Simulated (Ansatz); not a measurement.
# Pt(100) / 3 layers Ir(100) / Pt(100): resistance against film thickness

Aim: what a thin film of another metal adds to the resistance, first Pt(100) / 3 layers Ir(100) / Pt(100).

Main program and level: Ansatz 0.2.0; Ansatz plane-wave DFT, LDA, PAW files; ballistic transport by layer matching (Landauer), zero bias; PAW set soft_1.

### 1. The structure

The cell holds 12 atoms: 9 Pt and 3 Ir. Its edges and angles: a = 2.773 Å, b = 2.773 Å, c = 23.168 Å, α = 90.0°, β = 90.0°, γ = 90.0°. It derives from Pt and Ir. Regions: lead, 9 atoms (9 Pt); films, 3 atoms (3 Ir). The structure is stacked along c, and the current runs across the ab planes.

### 2. With 3 layers

The film is laid into the lead at the lead's in-plane lattice, and the cell closes on the lead's own image. The mesh across the current, 26×26, is finer than the density's, because channels open and close sharply across the zone. Energies from -1 to 1 eV in steps of 0.036 eV cover the slope of the Fermi function at 300 K, so the program can form a conductance.

Contents of input.yaml:

```yaml
crystal:
  lattice:
    - [2.7731313745, 0.0, 0.0]
    - [0.0, 2.7731313745, 0.0]
    - [0.0, 0.0, 23.1677362265]
  atoms:
    - { symbol: Pt, position: [0.0, 0.0, 0.0423196289] }
    - { symbol: Pt, position: [0.5, 0.5, 0.1269588868] }
    - { symbol: Pt, position: [0.0, 0.0, 0.2115981446] }
    - { symbol: Pt, position: [0.5, 0.5, 0.2962374024] }
    - { symbol: Ir, position: [0.0, 0.0, 0.3782648113] }
    - { symbol: Ir, position: [0.5, 0.5, 0.4576803711] }
    - { symbol: Ir, position: [0.0, 0.0, 0.5370959309] }
    - { symbol: Pt, position: [0.5, 0.5, 0.6191233397] }
    - { symbol: Pt, position: [0.0, 0.0, 0.7037625976] }
    - { symbol: Pt, position: [0.5, 0.5, 0.7884018554] }
    - { symbol: Pt, position: [0.0, 0.0, 0.8730411132] }
    - { symbol: Pt, position: [0.5, 0.5, 0.9576803711] }
kpoints:
  mp_grid: { grid: [13, 13, 2] }
hamiltonian:
  xc: lda
  pseudopotentials: { kind: paw, azcp: { folder: soft_1 }, xc_functional: pbe }
scf:
  occupations: { method: fermi_dirac, width: 0.1 }
output:
  transmission: { leads: [[0, 1]], kmesh: [26, 26], e_range: [-1.0, 1.0], de: 0.036 }
  write_potential: true
  write_density: true
  volumetric_format: npy
  elf: true
```

Run with:

```console
$ ansatz run input.yaml --threads 4 --pin off --max-ram 8192MiB --backend cpu --events-out ev --progress --plain --runs-dir out
```

Numbers of over 12 decimals in the logs are rounded to 6 here.

The log of the run:

```text
Engine: ansatz 0.2.0, aarch64-unknown-linux-gnu
Pseudopotentials: kind: paw
Pseudopotential: Pt, paw, valence charge 18, recommended cutoff 420 eV (normal), soft_1/Pt.paw.azcp
Pseudopotential: Ir, paw, valence charge 17, recommended cutoff 420 eV (normal), soft_1/Ir.paw.azcp
Functional definition: SPW92
  exchange = slater_x
  correlation = pw_c
Crystal: 12 atoms, lattice volume = 178.166 Å³
Basis set: ecut = 420 eV, 3537 PW (Γ)
Bands: 128, of which v1, the nominal top of the filled ones, is band 107 counted from 1 (106 counted from 0)
Symmetry: 16 space group operations
Space group: P4/mmm (ITA 123), of the structure as read, at distance tolerance 5.6e-5 Å
k-points: 56 of 338
Non-local potential: Pt, projectors of the file, l = 0: 3, l = 1: 2, l = 2: 2, l = 3: 1
Non-local potential: Ir, projectors of the file, l = 0: 3, l = 1: 2, l = 2: 2, l = 3: 1
PAW form: soft (Blöchl's): semilocal exchange-correlation on the pseudo side does not see the compensation charge
PAW frozen core: Pt, regenerated for the run's functional, and the local potential with it (the file was generated under x = pbe(κ = 0.804, μ = 0.219515), c = pbe(β = 0.066725))
PAW frozen core: Ir, regenerated for the run's functional, and the local potential with it (the file was generated under x = pbe(κ = 0.804, μ = 0.219515), c = pbe(β = 0.066725))
PAW one-centre angular grid: Pt, 590 points (default); XC on 64 Gauss nodes
PAW one-centre angular grid: Ir, 590 points (default); XC on 64 Gauss nodes
Initial density: superposition of atomic densities (chi_scale 0.1, normalization cell, long waves of neutral atoms (reshape's long-wave potential 3.41 eV rms, cloud 2.77 Å wide))
Initial wavefunctions: pseudopotential atomic-orbital guess
Functional: x = slater, c = lda
SCF iter   1: F=—  HF=-145223.522655 eV  |F-HF|=—  |Δ(HF+E_count)|=         —  Δρ=1.66e-1  dr2=8.19e2  ethr=3.10e-3  ⟨swp⟩=5.0  Hψ=22516  notcnv=0  defer=145
preconditioner: auto → Kerker (q_TF=auto, 2.811 Å⁻¹)  [metal: Δε(μ)=0.004 eV  Ē_g=8.330 eV  σ=0.100 eV  W_gap=0.01  n_scr=72 (ndim 8)  ℏωp=30.1 eV  f_vac=0.000  D(μ)=13.28/eV (n_scr^D=162)]
SCF iter   2: F=—  HF=-145212.200257 eV  |F-HF|=—  |Δ(HF+E_count)|=    1.13e1  Δρ=5.91e-2  dr2=1.01e2  ethr=3.10e-3  ⟨swp⟩=2.0  Hψ=11990  notcnv=0  defer=329
SCF iter   3: F=—  HF=-145210.450209 eV  |F-HF|=—  |Δ(HF+E_count)|=    1.75e0  Δρ=2.42e-2  dr2=3.07e0  ethr=3.10e-3  ⟨swp⟩=2.1  Hψ=9016  notcnv=0  defer=365
SCF iter   4: F=—  HF=-145210.258923 eV  |F-HF|=—  |Δ(HF+E_count)|=   1.91e-1  Δρ=1.11e-2  dr2=6.43e0  ethr=1.44e-3  ⟨swp⟩=2.0  Hψ=10794  notcnv=0  defer=382
SCF iter   5: F=—  HF=-145210.214882 eV  |F-HF|=—  |Δ(HF+E_count)|=   4.40e-2  Δρ=5.67e-3  dr2=1.59e0  ethr=1.44e-3  ⟨swp⟩=1.0  Hψ=6962  notcnv=0  defer=382
SCF iter   6: F=—  HF=-145210.199182 eV  |F-HF|=—  |Δ(HF+E_count)|=   1.57e-2  Δρ=1.37e-3  dr2=1.09e-1  ethr=7.45e-4  ⟨swp⟩=1.0  Hψ=7035  notcnv=0  defer=383
SCF iter   7: F=—  HF=-145210.197983 eV  |F-HF|=—  |Δ(HF+E_count)|=   1.20e-3  Δρ=1.87e-4  dr2=1.08e-3  ethr=5.13e-5  ⟨swp⟩=1.0  Hψ=6884  notcnv=0  defer=383
SCF iter   8: F=—  HF=-145210.197978 eV  |F-HF|=—  |Δ(HF+E_count)|=   4.55e-6  Δρ=4.14e-5  dr2=8.30e-5  ethr=5.05e-7  ⟨swp⟩=1.2  Hψ=6883  notcnv=0  defer=383
SCF iter   9: F=—  HF=-145210.197951 eV  |F-HF|=—  |Δ(HF+E_count)|=   2.73e-5  Δρ=1.96e-5  dr2=3.22e-5  ethr=3.90e-8  ⟨swp⟩=1.0  Hψ=7017  notcnv=0  defer=383
SCF iter  10: F=—  HF=-145210.197951 eV  |F-HF|=—  |Δ(HF+E_count)|=   1.53e-7  Δρ=3.53e-6  dr2=9.18e-7  ethr=1.51e-8  ⟨swp⟩=1.0  Hψ=6778  notcnv=0  defer=383
SCF iter  11: F=-145210.197951 eV  HF=-145210.197951 eV  |F-HF|=2.27e-8  |Δ(HF+E_count)|=   5.68e-9  Δρ=7.44e-7  dr2=2.31e-8  ethr=4.69e-11  ⟨swp⟩=8.5  Hψ=17776  notcnv=0
SCF 1 converged in 11 iterations: F = -145210.197951 eV  dr2 = 2.31e-8
  greatest PAW one-centre occupation: 1.000 electrons in one spin orbital (limit 2), on the Ir atom at site 5 (counted from 0), in its partial waves of l = 0
transmission: 454 of 4515 steps passed
transmission: 903 of 4515 steps passed
[...]
transmission: 4515 of 4515 steps passed
SCF converged after 11 iterations
Free energy (F): -145210.197951 eV
Harris-Foulkes:  -145210.197951 eV  (|F-HF|=2.27e-8)
Internal energy: -145209.622364 eV  (E = F + TS)
E sigma→0 (E₀):  -145209.910157 eV
Entropy (-TS):   -0.575587 eV (-47.966 meV/atom)
Fermi energy:    23.626952 eV
--- Per-component energies (eV) ---
  E_band       = -1488.504978
  E_kinetic    = 6997.459375
  E_local      = -16195.123611  (includes V_loc(G=0)·N_el)
  E_nonlocal   = 2489.571259
  E_hartree    = 6103.213710
  E_xc         = -2768.958097
  E_vxc        = -3213.026323  (∫ρ·V_xc dr)
  E_paw        = -109843.734908  (= ΣΔE_a)
  E_vpaw       = -3773.824477  (= ΣTr[D̂ρ^β])
  E_aug_tail   = 0.010863  (compensation charges beyond the density's cutoff)
  E_ewald      = -31997.471177
  E_core_change = 5.410222  (= ΣΔE_core)
  E_smearing   = -0.575587  (= −TS)
  E_closure    = 0.000000  (closes the sum)
  Σ components = -145210.197951   (vs F -145210.197951, Δ=0.00e0)
--- Band table (eV; the first three rows and the last of 56) ---
  k-point 0: bands = [... 103 lower, 22.6768, 22.7109, 22.8578, 23.2055, 23.3718, 23.5951, 23.6503, 23.6519, ... 17 higher]
  k-point 1: bands = [... 103 lower, 22.7177, 22.9491, 23.1301, 23.1883, 23.1883, 23.2755, 23.2755, 23.4409, ... 17 higher]
  k-point 2: bands = [... 103 lower, 22.6557, 22.8668, 22.9597, 23.2150, 23.2372, 23.2457, 23.3216, 23.4176, ... 17 higher]
  k-point 55: bands = [... 103 lower, 24.1056, 24.2949, 24.4705, 24.6789, 24.7984, 25.5987, 25.9160, 26.4556, ... 17 higher]
--- Transmission ---
  basis      : 69 plane waves across, 43 finite elements along
  points     : 105, standing for a mesh of 26 x 26
  filling    : by the input's occupations and mesh, since the crystals that have channels conduct as metals do. If one of these is a semiconductor, that mesh has misplaced its level
  energies   : 56 from -1.000000 to 0.980000 eV about the Fermi level, 0.036000 eV apart; the leads are filled to 0.000000 eV, and channels, transmission and decay are at 0.008000 eV
  crystal 0  : Pt1, at the sites [0, 1], period 1.9609 Å, over 17.65 Å; its Hamiltonian steps by up to 11.4 meV
    offset         : up to 0.0000 Å between an atom of the period and one for which it stands
    filled         : 13.3 meV over the level at which it is neutral
    channels       : 2.165680e0 a spin
    conductance    : 2.1858e15 S/m² at 300 K; may be off by some 0.0 % by where its bands' edges are placed, 5.0 % from the k-mesh, 2.3 % from the distance to neutral
    slowest decay  : 0.0271 /Å at (0.4615, 0.3846)
  junction   : crystal 0 to crystal 0, -0.70 to 20.51 Å
    transmission   : 1.257695e0 a spin
    conductance    : 1.2780e15 S/m² at 300 K (1.3576e15 on every other point, 1.2738e15 on every other energy)
    error estimate : 0.3 % from the energy spacing and 0.3 % from band edges of the leads and from resonances (wavevectors taken as independent; lower de), 5.8 % from the k-mesh, 7.2 % from the steps of its leads' Hamiltonians or their offsets (lay more layers), 2.4 % from the distance to neutral
    resistance     : 3.2502e-4 Ω µm² beyond half of each lead's own
```

The job ended after 3.1 min (4 threads of Arm Neoverse V1, shared host; peak memory 1.2 GiB).

In the SCF lines HF is the Harris–Foulkes energy and dr2 the Hartree energy of the density residual, in eV; the loop may stop once dr2 is under the threshold and the program's other checks hold. Hψ counts applications of the Hamiltonian.

Numbers from this step:

```
free energy                                                                : -145210.1980 eV
energy at zero smearing                                                    : -145209.9102 eV
Fermi energy                                                               : 23.63 eV
cell area                                                                  : 7.690 Å²
step of the lead's potential                                               : 11.4 meV
ballistic conductance of the lead                                          : 2.19e15 S/m²
estimated errors of the lead's conductance                                 : 0, 5, 2.3 % (band edges, k-mesh, distance from neutral)
lead conductance per cell                                                  : 2.169 G₀
conductance of the junction                                                : 1.28e15 S/m²
junction conductance per cell                                              : 1.268 G₀
estimated errors of the junction's conductance                             : 0.3, 0.3, 5.8, 7.2, 2.4 % (energy step, band edges, k-mesh, leads' steps, distance from neutral)
area resistance that the stack adds (contact term taken off, spin by spin) : 0.3250 fΩ m²
```

Per spin. Transmission, zone mean against energy, zero at the Fermi level:

| energy (eV) | transmission, zone mean |
| --- | --- |
| -1.000 | 1.42 |
| -0.964 | 1.43 |
| -0.892 | 1.43 |
| -0.856 | 1.41 |
| -0.784 | 1.34 |
| -0.748 | 1.33 |
| -0.676 | 1.39 |
| -0.640 | 1.40 |
| -0.568 | 1.43 |
| -0.532 | 1.45 |
| -0.460 | 1.49 |
| -0.424 | 1.51 |
| -0.352 | 1.54 |
| -0.316 | 1.53 |
| -0.244 | 1.55 |
| -0.208 | 1.53 |
| -0.136 | 1.44 |
| -0.100 | 1.46 |
| -0.028 | 1.34 |
| 0.008 | 1.26 |
| 0.080 | 1.03 |
| 0.116 | 0.966 |
| 0.188 | 0.869 |
| 0.224 | 0.819 |
| 0.296 | 0.742 |
| 0.332 | 0.737 |
| 0.404 | 0.676 |
| 0.440 | 0.667 |
| 0.512 | 0.625 |
| 0.548 | 0.638 |
| 0.620 | 0.674 |
| 0.656 | 0.687 |
| 0.728 | 0.720 |
| 0.764 | 0.714 |
| 0.836 | 0.748 |
| 0.872 | 0.752 |
| 0.944 | 0.766 |
| 0.980 | 0.804 |

Per spin. Open channels, zone mean, lead against energy, zero at the Fermi level:

| energy (eV) | open channels, zone mean, lead |
| --- | --- |
| -1.000 | 1.95 |
| -0.964 | 1.98 |
| -0.892 | 1.96 |
| -0.856 | 1.98 |
| -0.784 | 2 |
| -0.748 | 1.90 |
| -0.676 | 1.96 |
| -0.640 | 1.99 |
| -0.568 | 2.08 |
| -0.532 | 2.14 |
| -0.460 | 2.15 |
| -0.424 | 2.24 |
| -0.352 | 2.34 |
| -0.316 | 2.33 |
| -0.244 | 2.41 |
| -0.208 | 2.44 |
| -0.136 | 2.40 |
| -0.100 | 2.50 |
| -0.028 | 2.29 |
| 0.008 | 2.17 |
| 0.080 | 1.72 |
| 0.116 | 1.63 |
| 0.188 | 1.35 |
| 0.224 | 1.27 |
| 0.296 | 1.14 |
| 0.332 | 1.12 |
| 0.404 | 1.03 |
| 0.440 | 1.03 |
| 0.512 | 0.854 |
| 0.548 | 0.865 |
| 0.620 | 0.901 |
| 0.656 | 0.889 |
| 0.728 | 0.859 |
| 0.764 | 0.859 |
| 0.836 | 0.859 |
| 0.872 | 0.859 |
| 0.944 | 0.859 |
| 0.980 | 0.859 |

Transmission over k1 and k2. At 0.0080 eV from the Fermi level.

Ten even steps from '0' (0.00) to '9' (2.63):
```
51002345543105013455432001
00213443100056500013443120
00104664764446444674664010
02345543410246420143455432
33465666673367633766665643
44464666675378735766664644
55343666667678767666663435
55174666667677767666664715
64061776666777776666771604
53040357766677766677530403
41042336676336336766332401
20544677777365637777764450
15666788777659567778876665
20544677777365637777764450
41042336676336336766332401
53040357766677766677530403
64061776666777776666771604
55174666667677767666664715
55343666667678767666663435
44464666675378735766664644
33465666673367633766665643
02345543410246420143455432
00104664764446444674664010
00213443100056500013443120
51002345543105013455432001
55000345565421245655430005
```
Columns: k1 (b1) from -0.5 to 0.462; rows upwards: k2 (b2) from -0.5 to 0.462.

Open channels over k1 and k2. At 0.0080 eV from the Fermi level.

Ten even steps from '0' (0.00) to '9' (4.00):
```
52207799995559555999977022
02277775500059500055777722
00755557555559555557555570
57755555522277722255555577
97755555552277722555555577
99755555555277725555555579
99575555555577755555555759
99555555555555555555555559
99052555555555555555552509
95052255555555555555522505
95052225555555555555222505
55557777555557555557777555
59997777555579755557777999
55557777555557555557777555
95052225555555555555222505
95052255555555555555522505
99052555555555555555552509
99555555555555555555555559
99575555555577755555555759
99755555555277725555555579
97755555552277722555555577
57755555522277722255555577
00755557555559555557555570
02277775500059500055777722
52207799995559555999977022
95005999999955599999995005
```
Columns: k1 (b1) from -0.5 to 0.462; rows upwards: k2 (b2) from -0.5 to 0.462.

Electrostatic potential energy in the ca plane at fractional y = 0.000, with atoms of Pt and Ir within 0.2 Å of it. With pseudopotentials it is smooth inside the atoms' cores, unlike the true potential.

Ten even steps from '0' (-51 eV) to '9' (27 eV), each cell a mean:
```
72002799999610038999984001589998500048999973
85225899999842369999996324799999732379999986
98778999999987789999998778999999977799999998
99999999999999999999999999999999999999999999
99889999999998899999999888999999988899999999
96447999999864579999997545899999854589999997
73113799999620148999985102699999610158999984
61001699999510027999983000489998400038999972
```
Columns run along c (16.0 Å, from fractional 0.00 to 0.69 of the cell; values clipped at the 3rd and 97th percentile), rows up along a (2.8 Å). Atoms in or near the plane, at fractional coordinates: Pt at (0.04, 0.00), Pt at (0.21, 0.00), Ir at (0.38, 0.00), Ir at (0.54, 0.00).

Valence density in the ca plane at fractional y = 0.000, with atoms of Pt and Ir within 0.2 Å of it. It is the smooth field of the valence electrons, not physical close to the nuclei.

Values in units of 1e0 e/Å³, 5 rows by 16 columns, each cell a mean:
```
4.0 5.3 0.3 0.3 4.5 4.7 0.3 0.3 5.0 3.3 0.3 0.9 6.4 1.4 0.2 1.5
0.8 1.0 0.3 0.3 0.9 0.9 0.3 0.3 1.0 0.7 0.3 0.4 1.2 0.4 0.3 0.4
0.4 0.4 0.3 0.3 0.4 0.4 0.3 0.3 0.4 0.4 0.4 0.3 0.5 0.3 0.3 0.3
1.6 2.1 0.3 0.3 1.8 1.9 0.3 0.3 2.0 1.4 0.3 0.5 2.6 0.6 0.3 0.7
5.1 6.7 0.3 0.3 5.8 6.0 0.3 0.4 6.3 4.3 0.2 1.2 8.0 1.8 0.2 2.0
```
Columns run along c (16.0 Å, from fractional 0.00 to 0.69 of the cell), rows up along a (2.8 Å). Atoms in or near the plane, at fractional coordinates: Pt at (0.04, 0.00), Pt at (0.21, 0.00), Ir at (0.38, 0.00), Ir at (0.54, 0.00).

ELF in the ca plane at fractional y = 0.000, with atoms of Pt and Ir within 0.2 Å of it. It is the smooth field of the valence electrons, not physical close to the nuclei.

Ten even steps from '0' (0.13) to '9' (0.59), each cell a mean:
```
58998520002699984100138989731013798983100148
36886321112368752211224787432223478742211235
23443222222234422222222443233333234322222222
22332223322223322233223443334443334432233222
22332222322223322222222333334443333322222222
24664222122356642222223675333233357532222224
47997421012589973100136998632123689863100237
69999620002799995100149869831013896994100159
```
Columns run along c (16.0 Å, from fractional 0.00 to 0.69 of the cell), rows up along a (2.8 Å). Atoms in or near the plane, at fractional coordinates: Pt at (0.04, 0.00), Pt at (0.21, 0.00), Ir at (0.38, 0.00), Ir at (0.54, 0.00).

The lead's potential steps by 11 meV from period to period, small in itself. The program estimates the junction's conductance to 5.8 % from the k-mesh, 2.4 % from the leads' distance from neutral and 7.2 % from their steps.

By hand: 1/G − 1/G_lead = 1/1.278 − 1/2.186 = 0.325 fΩ m² with G in 10¹⁵ S/m².

### 3. With 5 layers, k-mesh 13×13×1, film layers 5

The stack now holds 5 film layers; the k-mesh follows the cell, and the energies span -0.27 to 0.27 eV.

System of this step: Pt(100) / 5 layers Ir(100) / Pt(100). The cell holds 14 atoms: 9 Pt and 5 Ir. Cell: a = 2.773 Å, b = 2.773 Å, c = 26.847 Å, α = 90.0°, β = 90.0°, γ = 90.0°. It derives from Pt and Ir. Regions: lead, 9 atoms (9 Pt); films, 5 atoms (5 Ir). The structure is stacked along c, and the current runs across the ab planes.

Contents of input.yaml:

```yaml
crystal:
  lattice:
    - [2.7731313745, 0.0, 0.0]
    - [0.0, 2.7731313745, 0.0]
    - [0.0, 0.0, 26.8474937108]
  atoms:
    - { symbol: Pt, position: [0.0, 0.0, 0.0365192375] }
    - { symbol: Pt, position: [0.5, 0.5, 0.1095577126] }
    - { symbol: Pt, position: [0.0, 0.0, 0.1825961877] }
    - { symbol: Pt, position: [0.5, 0.5, 0.2556346627] }
    - { symbol: Ir, position: [0.0, 0.0, 0.3264192727] }
    - { symbol: Ir, position: [0.5, 0.5, 0.3949500176] }
    - { symbol: Ir, position: [0.0, 0.0, 0.4634807625] }
    - { symbol: Ir, position: [0.5, 0.5, 0.5320115073] }
    - { symbol: Ir, position: [0.0, 0.0, 0.6005422522] }
    - { symbol: Pt, position: [0.5, 0.5, 0.6713268622] }
    - { symbol: Pt, position: [0.0, 0.0, 0.7443653373] }
    - { symbol: Pt, position: [0.5, 0.5, 0.8174038123] }
    - { symbol: Pt, position: [0.0, 0.0, 0.8904422874] }
    - { symbol: Pt, position: [0.5, 0.5, 0.9634807625] }
kpoints:
  mp_grid: { grid: [13, 13, 1] }
hamiltonian:
  xc: lda
  pseudopotentials: { kind: paw, azcp: { folder: soft_1 }, xc_functional: pbe }
scf:
  occupations: { method: fermi_dirac, width: 0.1 }
output:
  transmission:
    leads: [[0, 1]]
    kmesh: [26, 26]
    e_range: [-0.27, 0.27]
    de: 0.036
  write_potential: true
  write_density: true
  volumetric_format: npy
```

The log of the run:

```text
[...]
Crystal: 14 atoms, lattice volume = 206.464 Å³
Basis set: ecut = 420 eV, 4109 PW (Γ)
Bands: 149, of which v1, the nominal top of the filled ones, is band 124 counted from 1 (123 counted from 0)
Symmetry: 16 space group operations
[...]
k-points: 28 of 169
[...]
--- Transmission ---
  basis      : 69 plane waves across, 51 finite elements along
  points     : 105, standing for a mesh of 26 x 26
[...]
filled         : 14.7 meV over the level at which it is neutral
    channels       : 2.125740e0 a spin
[...]
slowest decay  : 0.0277 /Å at (0.4615, 0.0385)
  junction   : crystal 0 to crystal 0, -0.70 to 24.19 Å
    transmission   : 1.069564e0 a spin
[...]
resistance     : 4.5610e-4 Ω µm² beyond half of each lead's own
[key lines of the parts left out:]
SCF converged after 11 iterations
Free energy (F): -168539.246467 eV
Fermi energy:    23.877637 eV
```

The job ended after 98 s (4 threads; peak memory 1.2 GiB).

This step gave:

```yaml
free_energy: -168539.2465 eV
energy_at_zero_smearing: -168538.9329 eV
fermi_energy: 23.88 eV
step_of_the_lead_s_potential: 13.5 meV
ballistic_conductance_of_the_lead: 2.18e15 S/m²
estimated_errors_of_the_lead_s_conductance: 0, 5, 2.5 % (band edges, k-mesh, distance from neutral)
lead_conductance_per_cell: 2.164 G₀
conductance_of_the_junction: 1.09e15 S/m²
junction_conductance_per_cell: 1.085 G₀
estimated_errors_of_the_junction_s_conductance: 0.3, 0.1, 6.7, 10.7, 2.3 % (energy step, band edges, k-mesh, leads' steps, distance from neutral)
area_resistance_that_the_stack_adds_contact_term_taken_off_spin_by_spin: 0.4561 fΩ m²
```

Per spin. The transmission, zone mean by energy, zero at the Fermi level:

| energy (eV) | transmission, zone mean |
| --- | --- |
| -0.270 | 1.34 |
| -0.234 | 1.34 |
| -0.198 | 1.28 |
| -0.162 | 1.24 |
| -0.126 | 1.18 |
| -0.090 | 1.20 |
| -0.054 | 1.17 |
| -0.018 | 1.13 |
| 0.018 | 1.07 |
| 0.054 | 0.980 |
| 0.090 | 0.884 |
| 0.126 | 0.831 |
| 0.162 | 0.807 |
| 0.198 | 0.786 |
| 0.234 | 0.755 |
| 0.270 | 0.732 |

The conductance of the junction is 1.1e15 S/m², 14 % under the 1.3e15 S/m² of the last finished run.

(Continued in part 2 of 2.)

[Logs are printed without paths, hosts, clocks, repeated set-up lines and the standing remarks that a program may print on its own settings, such as how far it seeks lower states.]

[Hosts, paths, dates, database ids (printed as entryN), source tags and the programs' standing remarks are cut or masked in the printed files.]
